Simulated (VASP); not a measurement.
Input of a VASP 6.6.1 run:

Contents of INCAR:

```
SYSTEM = HfB2
PREC     = Accurate       ! precision mode
ENCUT    = 520            ! plane-wave cutoff, eV
EDIFF    = 1E-7           ! SCF threshold, eV
ISMEAR   = -1             ! smearing method
SIGMA    = 0.05           ! smearing width, eV
LREAL    = .False.        ! projectors in reciprocal space
LASPH    = .True.         ! aspherical terms in the spheres
NELM     = 100            ! most SCF steps
ALGO     = Normal         ! electronic algorithm
ISIF     = 2              ! what is computed and relaxed
LWAVE    = .False.        ! write WAVECAR
LCHARG   = .False.        ! write CHGCAR
GGA      = PE             ! functional
NBANDS   = 15             ! bands
```

The input KPOINTS:

```
Automatic mesh
0
Gamma
  9 9 9
  0 0 0
```

The input POSCAR:

```
HfB2
1.0
    0.0000000000      2.7160800000      2.7160800000
    2.7160800000      0.0000000000      2.7160800000
    2.7160800000      2.7160800000      0.0000000000
Hf B
1 2
Direct
   -0.0004070000     -0.0035170000      0.0068000000
    0.2471460000      0.2531540000      0.2515480000
    0.7513290000      0.7600630000      0.7505210000
```

Potentials or basis: VASP PAW PBE potentials, release 64 (Hf_pv, B).

The run is started by

```console
$ cat potpaw_PBE.64/Hf_pv/POTCAR potpaw_PBE.64/B/POTCAR > POTCAR
$ mpirun -np 1 vasp_std > vasp.out
```

Q: What does it give for the largest force?

A: 0.504 eV/Å.

Q: Predict the band gap on the k mesh.

A: None (metal or under the smearing width).

Q: Predict the pressure.

A: 0.6 GPa.

Stress tensor (GPa, compression positive):
```
0.58 1.47 0.51
1.47 0.58 0.76
0.51 0.76 0.53
```

The run has no spin-orbit coupling, so splittings on Hf are missing.
